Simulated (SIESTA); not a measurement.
The system is KCl (Sylvite).

```
K Cl
1.0
     0.00000    3.14647    3.14647
     3.14647    0.00000    3.14647
     3.14647    3.14647    0.00000
K Cl
1 1
Direct
  0.00000 0.00000 0.00000
  0.50000 0.50000 0.50000
```

Base run:

```yaml
Program: SIESTA 5.4.2
Functional: LDA
Potentials_or_basis: PseudoDojo 0.4 standard (LDA files)
Basis: DZP (energy shift 0.003 Ry; two zetas on semicore shells; d shell added on K)
Grid_cutoff: 800 Ry
Energy_shift: 0.003 Ry
k_mesh: 7 × 7 × 7
Occupations: fermi-dirac, width 0.05 eV
Spin: no spin polarisation
```

Its results: band gap on the k mesh 4.80 eV, direct; pressure -2.0 GPa.

The run is repeated on the same cell with these changes: functional from LDA to PBE; potentials or basis from PseudoDojo 0.4 standard (LDA files) to PseudoDojo 0.4 standard (PBE files). What comes out?

Band gap on the k mesh 5.23 eV, direct; pressure 0.7 GPa.

Caveats: the basis of atomic orbitals isn't converged, which shifts pressures, moduli and gaps; the basis holds too few empty states to meet the f-sum rule, so the spectrum is short of weight at high energy (some runs); an odd mesh through Γ misses points on the zone boundary, where band edges often lie (some runs).
